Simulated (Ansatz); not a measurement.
# GaN: LAPW beside PAW

Does the method matter for GaN? The same cell, functional and mesh are run with LAPW, all electrons, frozen-core PAW and all-electron PAW on datasets made for the crystal.

Computed with Ansatz 0.2.0 (DFT PBE, scalar-relativistic, unless a step's input says otherwise).

## Step 1: The system as given

The structure is cubic, space group Fm-3m (No. 225). Conventional cell: a = 3.985 Å, b = 3.985 Å, c = 3.985 Å, α = 90.00°, β = 90.00°, γ = 90.00°. Around Ga (site symmetry m-3m) lie 6 N at 1.99 Å. Around N (site symmetry m-3m) lie 6 Ga at 1.99 Å.

Structure file:

```cif
data_structure
_symmetry_space_group_name_H-M 'P 1'
_symmetry_Int_Tables_number 1
_cell_length_a 2.8178
_cell_length_b 2.8178
_cell_length_c 2.8178
_cell_angle_alpha 60.000
_cell_angle_beta 60.000
_cell_angle_gamma 60.000
_cell_volume 15.82
loop_
_atom_site_label
_atom_site_type_symbol
_atom_site_fract_x
_atom_site_fract_y
_atom_site_fract_z
_atom_site_occupancy
Ga1 Ga 0.50000 0.50000 0.50000 1
N1 N 0.00000 0.00000 0.00000 1
```

The geometry is a database entry used as it stands. It may stem from high pressure or temperature, or be incomplete, so it serves as a test cell.

Atoms are numbered in the order of the input: Ga1, N2.

## Step 2: LAPW, all electrons

input.yaml reads:

```yaml
crystal:
  lattice:
    - [0.0, 1.9925, 1.9925]
    - [1.9925, 0.0, 1.9925]
    - [1.9925, 1.9925, 0.0]
  atoms:
    - { symbol: Ga, position: [0.5, 0.5, 0.5] }
    - { symbol: "N", position: [0.0, 0.0, 0.0] }
kpoints:
  mp_grid: { grid: [13, 13, 13] }
  band_path:
    path:
      - [0.0, 0.0, 0.0]
      - [0.5, 0.0, 0.5]
      - [0.625, 0.25, 0.625]
      - [0.375, 0.375, 0.75]
      - [0.0, 0.0, 0.0]
      - [0.5, 0.5, 0.5]
      - [0.5, 0.25, 0.75]
      - [0.5, 0.0, 0.5]
    npoints: 14
scf:
  occupations: { method: fermi_dirac, width: 0.02 }
hamiltonian:
  xc: pbe
  pseudopotentials: { kind: all_electron, lapw: { basis_error: 0.001 } }
output:
  forces: true
  stress: true
  eigenvalues: true
  fatbands: true
  populations: true
  dos: { projected: true, de: 0.2, e_range: [-14, 8] }
```

The run is started by

```console
$ ansatz run input.yaml --threads 1 --pin off --max-ram 3072MiB --backend cpu --events-out ev --progress --plain --runs-dir out
```

Output:

```text
Ga: projections on atomic orbitals take those of the free atom 1s2 2s2 2p6 3s2 3p6 3d10 4s2 4p1, of charge +0.00 (hamiltonian.pseudopotentials.projection_atoms)
N: projections on atomic orbitals take those of the free atom 1s2 2s2 2p3, of charge +0.00 (hamiltonian.pseudopotentials.projection_atoms)
LAPW: plane waves up to 10.288 Å⁻¹, error target 1.0e-3 eV per atom; small_component_spin mean_spin; N in spheres of 0.877 Å, 7 of its electrons in bands, Dirac shells []; Ga in spheres of 1.115 Å, 21 of its electrons in bands, Dirac shells []
Engine: ansatz 0.2.0
Pseudopotentials: kind: all_electron
Pseudopotential: Ga, LAPW, valence charge 21, Koelling and Harmon's equation, gaussian nucleus
Pseudopotential: N, LAPW, valence charge 7, Koelling and Harmon's equation, gaussian nucleus
Functional definition: PBE
  parameter kappa = 0.804
  parameter beta = 0.06672455060314922
  exchange = pbe_x(kappa = kappa, mu = beta*pi^2/3)
  correlation = pbe_c(beta = beta)
Crystal: 2 atoms, lattice volume = 15.821 Å³
Basis set: ecut = 403.2354095139267 eV, 283 PW (Γ), exchange–correlation at level 2
Bands: 18, of which v1, the nominal top of the filled ones, is band 14 counted from 1 (13 counted from 0)
Symmetry: 48 space group operations
Space group: Fm-3m (ITA 225), of the structure as read, at distance tolerance 2.5e-5 Å
k-points: 84 of 2197
Non-local potential: Ga, projectors of the file, none
Non-local potential: N, projectors of the file, none
Initial density: superposition of atomic densities (chi_scale 0.1, normalization cell, long waves kept (reshape's long-wave potential 0.00 eV rms))
Initial wavefunctions: plane waves of lowest kinetic energy (no species holds an atomic orbital)
Functional: x = pbe(κ = 0.804, μ = 0.2195149727645171), c = pbe(β = 0.06672455060314922)
iter 1 solved again at ethr=1.52e-2 eV; its pass at ethr=1.00e-1 eV (dr2=4.27e0 eV) is discarded
SCF iter   1: F=—  HF=-54391.337012 eV  |F-HF|=—  |Δ(HF+E_count)|=         —  Δρ=1.62e-1  dr2=4.27e0  ethr=1.52e-2  ⟨swp⟩=2.0  Hψ=9762  notcnv=0
preconditioner: auto → none  [insulator: Δε(μ)=4.483 eV  Ē_g=20.221 eV  σ=0.020 eV  W_gap=1.00  n_scr=8 (ndim 8)  ℏωp=39.6 eV  f_vac=0.000  D(μ)=0.00/eV (n_scr^D=0)  ε∞_Penn≈4.8]
iter 2 solved again at ethr=5.04e-4 eV; its pass at ethr=1.52e-2 eV (dr2=1.41e-1 eV) is discarded
SCF iter   2: F=—  HF=-54389.525942 eV  |F-HF|=—  |Δ(HF+E_count)|=    1.81e0  Δρ=3.77e-2  dr2=1.41e-1  ethr=5.04e-4  ⟨swp⟩=2.0  Hψ=8038  notcnv=0
SCF iter   3: F=—  HF=-54389.277774 eV  |F-HF|=—  |Δ(HF+E_count)|=   2.48e-1  Δρ=1.47e-2  dr2=2.63e-2  ethr=5.04e-4  ⟨swp⟩=3.0  Hψ=4985  notcnv=0
SCF iter   4: F=—  HF=-54389.274394 eV  |F-HF|=—  |Δ(HF+E_count)|=         —  Δρ=5.00e-3  dr2=2.83e-3  ethr=9.38e-5  ⟨swp⟩=2.0  Hψ=4536  notcnv=0
the basis was enlarged: its passes take 151.3 KiB over the memory plan, 1 of 1 planned eigensolver slots
SCF iter   5: F=—  HF=-54389.273512 eV  |F-HF|=—  |Δ(HF+E_count)|=   8.82e-4  Δρ=5.06e-4  dr2=2.47e-5  ethr=1.01e-5  ⟨swp⟩=2.0  Hψ=4295  notcnv=0
SCF iter   6: F=—  HF=-54389.273517 eV  |F-HF|=—  |Δ(HF+E_count)|=   5.43e-6  Δρ=1.46e-4  dr2=9.59e-7  ethr=8.83e-8  ⟨swp⟩=3.0  Hψ=4391  notcnv=0
SCF iter   7: F=-54389.273516 eV  HF=-54389.273516 eV  |F-HF|=9.31e-10  |Δ(HF+E_count)|=   6.86e-7  Δρ=1.07e-5  dr2=8.11e-9  ethr=3.43e-9  ⟨swp⟩=3.0  Hψ=4472  notcnv=0
SCF 1 converged in 7 iterations: F = -54389.273516 eV  dr2 = 8.11e-9
NSCF: frozen V_eff on 99 k-points
SCF converged after 7 iterations
Free energy (F): -54389.273516 eV
Harris-Foulkes:  -54389.273516 eV  (|F-HF|=9.31e-10)
Internal energy: -54389.273516 eV  (E = F + TS)
E sigma→0 (E₀):  -54389.273516 eV
Fermi energy:    20.111513 eV
--- Per-component energies (eV) ---
  E_band       = -1256.060126
  E_kinetic    = 55444.962853
  E_xc         = -2253.677734
  E_electrostatic = -107580.558635  (all electrons and nuclei)
  E_smearing   = -0.000000  (= −TS)
  E_closure    = 0.000000  (closes the sum)
  E_atoms      = -54378.687074  (free atoms, spherical and without spin; not in F)
  Σ components = -54389.273516   (vs F -54389.273516, Δ=0.00e0)
  Basis errors (estimates in eV, not in F): energy 3.6e-4 per atom: plane waves 3.4e-4 (1.9e-4 summed), levels above the bands 3.4e-304, relativity 2.9e-8, radial functions 2.6e-5, core shells 9.5e-11; eigenvalues (radial functions only) 1.9e-5; not estimated: angular momenta, meshes, grids; target (lapw.basis_error) 1.0e-3; muffin-tin radii N 0.877 Å, Ga 1.115 Å
--- Forces (eV/Å), atoms counted from 1 ---
  atom   1  Ga     0.00000000     0.00000000     0.00000000
  atom   2  N     -0.00000000    -0.00000000     0.00000000
  max |Σ_I F_I| component: 7.89e-31 eV/Å
--- Stress (GPa, compression-positive) ---
       69.078624       0.000000       0.000000
        0.000000      69.078624      -0.000000
        0.000000      -0.000000      69.078624
  P = ⅓ Tr σ = 69.0786 GPa (690.786 kbar)
--- Band table (eV; the first three rows and the last of 84) ---
  k-point 0: bands = ["-355.7471", "-123.5861", "-74.3390", "-74.3390", "-74.3390", "-0.0947", "5.0115", "5.0115", "5.0115", "5.1613", "5.1613", "18.3891", "18.3891", "18.3891", "23.6002", "34.7744", "34.7744", "34.7744"]
  k-point 1: bands = ["-355.7471", "-123.5861", "-74.3395", "-74.3390", "-74.3390", "0.0426", "5.0012", "5.0214", "5.0214", "5.1455", "5.1455", "17.7243", "18.4156", "18.4156", "24.1005", "32.9056", "34.6324", "34.6324"]
  k-point 2: bands = ["-355.7471", "-123.5860", "-74.3410", "-74.3393", "-74.3393", "0.4479", "4.9715", "5.0141", "5.0141", "5.1374", "5.1374", "16.2233", "18.4930", "18.4930", "25.0347", "31.1048", "33.6740", "33.6740"]
  k-point 83: bands = ["-355.7471", "-123.5851", "-74.3457", "-74.3449", "-74.3426", "2.7873", "4.9325", "4.9677", "5.0402", "5.4486", "8.0637", "12.3354", "13.0493", "14.4238", "25.7099", "30.1700", "30.2052", "31.6076"]
--- Löwdin populations: 2 sites ---
  site symbol       q [e]
     0     Ga     30.0956
     1      N      7.8642
  spilling = 0.001059 (of n_electrons = 38.000000)
```

It took 33 s on 1 thread of Intel Xeon Platinum 8175M at 2.50GHz (Skylake/Cascade Lake), shared host; peak memory 0.4 GiB.

Result: pressure 69.08 GPa; gap 1.81 eV, indirect from K–Γ to X.

At the corners of the path (eV, zero at the valence-band top):

| point | band 11 | band 12 | band 13 | band 14 | band 15 | band 16 | band 17 |
| --- | --- | --- | --- | --- | --- | --- | --- |
| Γ | -13.98 | -0.76 | -0.76 | -0.76 | 4.46 | 15.63 | 15.63 |
| X | -10.61 | -8.61 | -3.77 | -3.77 | 1.81 | 7.99 | 13.79 |
| U | -11.23 | -7.38 | -6.49 | -2.59 | 4.35 | 9.90 | 12.70 |
| K | -11.23 | -7.38 | -6.49 | -2.59 | 4.35 | 9.90 | 12.70 |
| Γ | -13.98 | -0.76 | -0.76 | -0.76 | 4.46 | 15.63 | 15.63 |
| L | -13.77 | -9.18 | -0.16 | -0.16 | 5.47 | 10.16 | 10.16 |
| W | -10.93 | -6.43 | -6.43 | -5.08 | 6.64 | 11.41 | 11.41 |
| X | -10.61 | -8.61 | -3.77 | -3.77 | 1.81 | 7.99 | 13.79 |

States per cell, counted by energy window (eV from the valence-band top, on a grid of 0.20 eV):

| from | to | total | N 2p | Ga 4s | Ga 4p | N 2s |
| --- | --- | --- | --- | --- | --- | --- |
| -10 | -9 | 0.02 | 0.01 | 0.01 | 0.00 | 0.00 |
| -9 | -8 | 0.35 | 0.19 | 0.08 | 0.04 | 0.01 |
| -8 | -7 | 0.84 | 0.45 | 0.13 | 0.15 | 0.06 |
| -7 | -6 | 0.42 | 0.23 | 0.06 | 0.05 | 0.06 |
| -6 | -5 | 0.52 | 0.31 | 0.05 | 0.09 | 0.05 |
| -5 | -4 | 0.62 | 0.40 | 0.05 | 0.10 | 0.04 |
| -4 | -3 | 0.82 | 0.59 | 0.04 | 0.13 | 0.03 |
| -3 | -2 | 0.83 | 0.64 | 0.03 | 0.11 | 0.02 |
| -2 | -1 | 0.86 | 0.72 | 0.01 | 0.08 | 0.02 |
| -1 | 0 | 0.72 | 0.65 | 0.00 | 0.03 | 0.01 |
| 0 | 1 | 0.00 | 0.00 | 0.00 | 0.00 | 0.00 |
| 1 | 2 | 0.00 | 0.00 | 0.00 | 0.00 | 0.00 |
| 2 | 3 | 0.05 | 0.00 | 0.04 | 0.00 | 0.01 |
| 3 | 4 | 0.11 | 0.01 | 0.08 | 0.01 | 0.01 |
| 4 | 5 | 0.19 | 0.02 | 0.12 | 0.03 | 0.02 |
| 5 | 6 | 0.36 | 0.05 | 0.17 | 0.08 | 0.05 |

## Step 3: Frozen-core PAW

Changes to input.yaml since step 2:

```diff
@@ -25,3 +25,3 @@
   xc: pbe
-  pseudopotentials: { kind: all_electron, lapw: { basis_error: 0.001 } }
+  pseudopotentials: { kind: paw }
 output:
@@ -30,4 +30,9 @@
   eigenvalues: true
-  fatbands: true
+  efg: { contact_densities: true }
   populations: true
+  bader: true
   dos: { projected: true, de: 0.2, e_range: [-14, 8] }
+  write_density: true
+  write_potential: true
+  elf: true
+  volumetric_format: npy
```

The run is started by

```console
$ ansatz run input.yaml --threads 1 --pin off --max-ram 3072MiB --backend cpu --events-out ev --progress --plain --runs-dir out
```

Output (excerpt; [...] marks lines left out):

```text
[...]
Pseudopotentials: kind: paw
Pseudopotential: Ga, paw, valence charge 13, recommended cutoff 420 eV (normal)
Pseudopotential: N, paw, valence charge 5, recommended cutoff 420 eV (normal)
[... 1 set-up line as earlier in the session ...]
[...]
Crystal: 2 atoms, lattice volume = 15.821 Å³
Basis set: ecut = 420 eV, 331 PW (Γ), exchange–correlation on 40×40×40 points (8 copies of the dense FFT grid, shifted against one another)
Bands: 13, of which v1, the nominal top of the filled ones, is band 9 counted from 1 (8 counted from 0)
[... 2 set-up lines as earlier in the session ...]
k-points: 84 of 2197
[...]
SCF iter   1: F=—  HF=-4166.317752 eV  |F-HF|=—  |Δ(HF+E_count)|=         —  Δρ=3.36e-3  dr2=1.28e-3  ethr=1.77e-3  ⟨swp⟩=4.6  Hψ=5641  notcnv=0
[...]
  P = ⅓ Tr σ = 69.1089 GPa (691.089 kbar)
--- PAW observables at the nuclei: V_zz in 10²¹ V/m², potentials from the cell's mean, atoms counted from 1 ---
  atom   1  Ga V_zz =    +0.000000   η = 0.0000   by run symmetry: forbidden
            electrostatic potential = -4141.822172 V   contact ρ = 187389.152044 e/Å³
  atom   2  N  V_zz =    -0.000000   η = 0.0000   by run symmetry: forbidden
            electrostatic potential = -526.086362 V   contact ρ = 1413.813319 e/Å³
--- Band table (eV; the first three rows and the last of 84) ---
  k-point 0: bands = ["-2.6375", "2.4922", "2.4922", "2.4922", "2.6412", "2.6412", "15.8418", "15.8418", "15.8418", "21.0305", "32.2451", "32.2451", "32.2451"]
[...]
--- Löwdin populations: 2 sites ---
  site symbol       q [e]
     0     Ga     12.1286
     1      N      5.8218
  spilling = 0.002758 (of n_electrons = 18.000000)
--- Bader charges: 2 sites ---
  site symbol  charge [e]  shift [e]
     0     Ga      1.7340     0.0135
     1      N     -1.7340     0.0135
  estimated error of the sums over rays = 4.7e-4 e
```

Wall time 34 s (1 thread of Intel Xeon Platinum 8175M at 2.50GHz (Skylake/Cascade Lake), shared host); peak memory 0.38 GiB.

This run gives: pressure 69.11 GPa; gap 1.81 eV, indirect from K–Γ to X.

| atom | Bader charge (e) | basin volume (Å³) |
| --- | --- | --- |
| Ga1 | +1.73 | 6.49 |
| N2 | -1.73 | 9.33 |

The fields are shown in the conventional cell of this run's space group, carried over from its grid by interpolation.

Density in a lattice plane of the grid's cell (edges 3.98 and 3.98 Å, at 0.000 of the third edge), which holds Ga and N.

Ten even steps from ' ' (0.25 e/Å³) to '@' (43.50 e/Å³):
```
                    ::++##++::                  
                      ..::..                    
                                                
                                                
                                                
                                                
                                                
::..                                          ..
##++::                                      ::++
@@%%--..                                  ..--%%
##++::                                      ::++
::..                                          ..
                                                
                                                
                                                
                                                
                                                
                      ..::..                    
                    ::++##++::                  
                  ..--%%@@%%--..                
```
Columns run along the first of these edges and rows up along the second, over one cell in 24 and 20 even steps from the bottom left corner. Atoms in the plane (fractional): Ga at (0.00, 0.50), Ga at (0.50, 0.00), N at (0.00, 0.00), N at (0.50, 0.50).

ELF in the same plane.

Ten even steps from '0' (0.01) to '9' (0.80):
```
237997421100000012479973
789997422110000122479998
999975322211111222357999
888753211222222221235788
544332123344544332123344
222211235788888753212222
111222357999999975322211
001122479998789997422100
000112479973237997421000
310012589961016998521001
000012479973237997421100
000122479998789997422110
111222357999999975322211
222221235788888753211222
544332123344544332123344
888753212222222211235788
999975322211111222357999
789997422100001122479998
237997421000000112479973
016998521001310012589961
```
Columns run along the first of these edges and rows up along the second, over one cell in 24 and 20 even steps from the bottom left corner. Atoms in the plane (fractional): Ga at (0.00, 0.50), Ga at (0.50, 0.00), N at (0.00, 0.00), N at (0.50, 0.50).

Both are smooth fields of the valence electrons: close to the nuclei they are not physical.

Maxima of ELF outside the ion cores: 0.81 in the shell around N, 0.7 Å from N.

## Step 4: All-electron PAW on datasets made for the crystal

Changes to input.yaml since step 3:

```diff
@@ -20,3 +20,3 @@
       - [0.5, 0.0, 0.5]
-    npoints: 14
+    npoints: 8
 scf:
@@ -25,3 +25,3 @@
   xc: pbe
-  pseudopotentials: { kind: paw }
+  pseudopotentials: { kind: all_electron, datasets: crystal }
 output:
@@ -31,8 +31 @@
   efg: { contact_densities: true }
-  populations: true
-  bader: true
-  dos: { projected: true, de: 0.2, e_range: [-14, 8] }
-  write_density: true
-  write_potential: true
-  elf: true
-  volumetric_format: npy
```

The run is started by

```console
$ ansatz run input.yaml --threads 1 --pin off --max-ram 3072MiB --backend cpu --events-out ev --progress --plain --runs-dir out
```

Output (excerpt; [...] marks lines left out):

```text
[...]
[... 1 set-up line as earlier in the session ...]
Pseudopotential: Ga, paw, valence charge 21, recommended cutoff 460 eV (normal), Koelling and Harmon's equation, gaussian nucleus
Pseudopotential: N, paw, valence charge 5, recommended cutoff 460 eV (normal), Koelling and Harmon's equation, gaussian nucleus
[... 1 set-up line as earlier in the session ...]
[...]
Crystal: 2 atoms, lattice volume = 15.821 Å³
Basis set: ecut = 460 eV, 339 PW (Γ), exchange–correlation on 40×40×40 points (8 copies of the dense FFT grid, shifted against one another)
Bands: 13, of which v1, the nominal top of the filled ones, is band 9 counted from 1 (8 counted from 0)
[... 2 set-up lines as earlier in the session ...]
k-points: 84 of 2197
[...]
  atom   1  Ga     0.00000000     0.00000000    -0.00000000
  atom   2  N     -0.00000000     0.00000000    -0.00000000
[...]
--- Stress (GPa, compression-positive) ---
       69.072666       0.000000       0.000000
        0.000000      69.072666       0.000000
        0.000000       0.000000      69.072666
  P = ⅓ Tr σ = 69.0727 GPa (690.727 kbar)
  It holds what live shells' own plane waves past their cutoff add
--- PAW observables at the nuclei: V_zz in 10²¹ V/m², potentials from the cell's mean, atoms counted from 1 ---
  atom   1  Ga V_zz =    +0.000000   η = 0.0000   by run symmetry: forbidden
            electrostatic potential = -4141.512585 V   contact ρ = 187458.760315 e/Å³
  atom   2  N  V_zz =    -0.000000   η = 0.0000   by run symmetry: forbidden
            electrostatic potential = -526.083889 V   contact ρ = 1414.054588 e/Å³
--- Band table (eV; the first three rows and the last of 84) ---
  k-point 0: bands = ["-0.0948", "5.0116", "5.0116", "5.0116", "5.1613", "5.1613", "18.3890", "18.3890", "18.3890", "23.6003", "34.7745"]
[...]
```

It took 27 s on 1 thread of Intel Xeon Platinum 8175M at 2.50GHz (Skylake/Cascade Lake), shared host; peak memory 0.54 GiB.

This run gives: pressure 69.07 GPa; gap 1.81 eV, indirect from K–Γ to X.

| atom | contact density (e/Å³) |
| --- | --- |
| Ga1 | 187458.8 |
| N2 | 1414.055 |

## Step 5: Comparison

Highest filled and lowest empty level at the labelled points (eV from each run's valence-band top):

| point | LAPW top | LAPW bottom | PAW top | PAW bottom | crystal datasets top | crystal datasets bottom |
| --- | --- | --- | --- | --- | --- | --- |
| Γ | -0.76 | 4.46 | -0.76 | 4.43 | -0.76 | 4.46 |
| X | -3.77 | 1.81 | -3.78 | 1.81 | -3.77 | 1.81 |
| U | -2.59 | 4.35 | -2.59 | 4.35 | -2.59 | 4.35 |
| K | -2.59 | 4.35 | -2.59 | 4.35 | -2.59 | 4.35 |
| Γ | -0.76 | 4.46 | -0.76 | 4.43 | -0.76 | 4.46 |
| L | -0.16 | 5.47 | -0.16 | 5.45 | -0.16 | 5.47 |
| W | -5.08 | 6.64 | -5.08 | 6.64 | -5.08 | 6.64 |
| X | -3.77 | 1.81 | -3.78 | 1.81 | -3.77 | 1.81 |

| method | pressure (GPa) | gap (eV) | SCF cycles, all passes |
| --- | --- | --- | --- |
| LAPW | 69.08 | 1.81 | 7 |
| PAW | 69.11 | 1.81 | 6 |
| crystal datasets | 69.07 | 1.81 | 8 |

## Step 6: Summary of results

```
           quantity                                              value
           pressure  LAPW 69.08, PAW 69.11, crystal datasets 69.07 GPa
         gap (LAPW)                    1.81 eV, indirect from K–Γ to X
Bader charges (PAW)                              Ga1 +1.73, N2 -1.73 e
  highest ELF (PAW)                                0.81, 0.65 Å from N
```

At this geometry the cell is under compression of 69.1 GPa, so it would expand if let go. A gap opens: 1.81 eV, indirect from K–Γ to X. It is the Kohn-Sham gap of a semilocal functional, which mostly lies below the gap found in experiment. The top eV of the valence band is mostly N 2p (91 % of the projected weight). The projection holds only the free atom's occupied shells (Ga 4s, Ga 4p, Ga 3d, N 2s, N 2p in this range). PAW lies +0.03 GPa from LAPW in pressure and less than 0.01 eV in the gap.
